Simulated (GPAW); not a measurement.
Runs of GPAW 26.7.0 on Bi2Te2Se. The structure is trigonal, space group R-3m (No. 166). The conventional cell has a = 4.322 Å, b = 4.322 Å, c = 31.757 Å, α = 90.00°, β = 90.00°, γ = 120.00°. Around Bi (site symmetry 3m) lie 3 Te at 3.05 Å and 3 Se at 3.11 Å. Te (site symmetry 3m) has 3 Bi at 3.05 Å as nearest neighbours. Se (site symmetry -3m) is surrounded by 6 Bi at 3.11 Å. The cell is a database's computed one.

```tsv
task	level	potentials or basis	k mesh	cutoff (eV)	smearing	response ecut	maxiter	response k mesh	response bands	kernels	gap on the mesh (eV)	pressure (GPa)	largest force (eV/Å)
dielectric tensor	LDA	the program's PAW data sets (release 1.2.1) made for this functional, pw	6 × 6 × 6	450	fermi-dirac 0.001 eV	80 eV	150	9 × 9 × 9	64	["RPA", "LR0.3", "ALDA_X"]	0.34	-	-
band structure	LDA	the program's PAW data sets (release 1.2.1) made for this functional, pw	5 × 5 × 5	600	fermi-dirac 0.05 eV	-	150	-	-	-	0.34	-2.9	0.17
single point	LDA	the program's PAW data sets (release 1.2.1) made for this functional, pw	6 × 6 × 6	450	fermi-dirac 0.05 eV	-	120	-	-	-	0.34	(a)	0.16
single point	PBEsol	PAW data sets generated in the run's folder for this functional, pw	7 × 7 × 7	600	fermi-dirac 0.05 eV	-	150	-	-	-	(b)	-1.6	0.05
```

Alike in all rows: no spin polarisation; cell as given.

**Question.** Fill in the values left out.

**Answer.** (a) -3.1; (b) 0.38.

Caveats: spin-orbit coupling is left out, which as a rule narrows the gap of such compounds by several tenths of an eV; an odd mesh through Γ misses points on the zone boundary, where band edges often lie (some runs); the long-wavelength limit can be off by a per cent or two (some runs); the gap is small at this level, which inflates the dielectric constant (some runs); the cutoff is short for stress and forces, so pressures can be off by a GPa or more (some runs).

A k mesh can miss the band edges, and the runs leave out spin-orbit coupling on Bi, Se, Te.

Not every run made on this cell is shown here.
